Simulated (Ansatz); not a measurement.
# PtTe: enthalpy against pressure

PtTe, P6_3/mmc, a = 4.223 Å, c = 5.542 Å. The structure is a COD entry; whether it is the stable form wasn't checked. Ansatz: PBEsol, PAW, 420 eV, Γ-centred 12×12×8 mesh on 4 atoms, Gaussian smearing 0.10 eV; no spin polarisation. Cell and atoms are relaxed at each pressure, and no other structure is tried, so the rows at high pressure may lie past a change of phase. y is the enthalpy over the state at zero pressure; there V0 = 21.398 Å³/atom. The pressures are the targets, met within 0.06 GPa.

| P (GPa) | y (eV/atom) |
| --- | --- |
| -1.0 | -0.1340 |
| 0.0 | 0.0000 |
| 1.0 | 0.1331 |
| 4.0 | 0.5268 |
| 12.0 | ? |
| 25.0 | 3.1076 |
| 50.0 | 5.9099 |
| 90.0 | 10.0153 |

Question: Fit y = c1 P + c2 P² + c3 P³ to the other rows, say what c1 and c2 mean, and predict the missing value.

Answer: Least squares on the rows shown. y = 0.13202 P − 0.00033472 P² + 1.1584×10⁻⁶ P³. Since dH/dP = V, c1 is V0: 0.13202 eV/GPa × 160.2 = 21.150 Å³ against 21.398; c2 = −V0/(2B0) gives B0 = 197 GPa, where a Birch–Murnaghan fit to the volumes of the same runs (not shown) gives 137 GPa: a cubic over this range folds the higher terms into c2. At P = 12.0 the fit asked for gives 1.5380 eV/atom. The run gave 1.5422 eV/atom, so the fit is 0.0042 eV/atom too low, 0.041 % of the span of the series, against an rms of 0.0020 eV/atom on the fitted rows. With a term in P⁴ added, a fit to the same known rows predicts 1.5431 eV/atom, so most of the miss is curvature that the known rows already hold.

Spin–orbit coupling is left out, which can shift energies with elements as heavy as these.